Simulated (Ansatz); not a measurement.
Crystal: MnO.

```
Mn O
1.0
     0.00000    2.22391    2.22391
     2.22391    0.00000    2.22391
     2.22391    2.22391    0.00000
Mn O
1 1
Direct
  0.00000 0.00000 0.00000
  0.50000 0.50000 0.50000
```

The cell is a database's computed one.

| Property | Result |
| --- | --- |
| Program | Ansatz 0.2.0 |
| Task | relaxation of cell and atoms |
| Functional | PBEsol |
| Dispersion | D4 |
| Potentials or basis | Ansatz PAW |
| Cutoff | 420 eV (not typed: the program's choice for these potentials) |
| k mesh | 10 × 10 × 10 |
| Occupations | fermi-dirac, width 0.05 eV |
| Spin | collinear spin, ferromagnetic start |
| Starting moments | [4.0, 0.0] μB |

At the start: volume 11.00 Å³/atom.

Task: Where does the relaxation end?

Result: It ends after 10 steps and the volume is 10.44 Å³/atom (-5.1 %); space group Fm-3m (No. 225, to 0.05 Å); moment 4.56 μB per cell.

The path:
| step | energy change (eV) | largest force (eV/Å) | volume (Å³) |
| --- | --- | --- | --- |
| 1 | 0.0000 | 0.0000 | 22.00 |
| 2 | -0.0473 | 0.0000 | 21.08 |
| 3 | -0.0540 | 0.0000 | 20.91 |
| 4 | -0.0547 | 0.0000 | 20.87 |
| 5 | -0.0547 | 0.0000 | 20.88 |
| 6 | -0.0547 | 0.0000 | 20.88 |
| 7 | -0.0547 | 0.0000 | 20.88 |
| 8 | -0.0512 | 0.0000 | 20.88 |
| 9 | -0.0512 | 0.0000 | 20.87 |
| 10 | -0.0512 | 0.0000 | 20.87 |

Final structure:
```
Mn O
1.0
     0.00000    2.18541    2.18541
     2.18541    0.00000    2.18541
     2.18541    2.18541    0.00000
Mn O
1 1
Direct
  0.00000 0.00000 0.00000
  0.50000 0.50000 0.50000
```

Caveat: the plane-wave basis is chosen anew once the cell has moved, so the energies of steps on either side of that aren't comparable; the pressure holds a Pulay correction of +0.7 GPa for the finite cutoff; a cell with one magnetic atom can't hold antiferromagnetic order, which such compounds often take; the PAW data sets come from PBE, with cores solved anew for the run's functional, which leaves a small shift of forces and pressure.
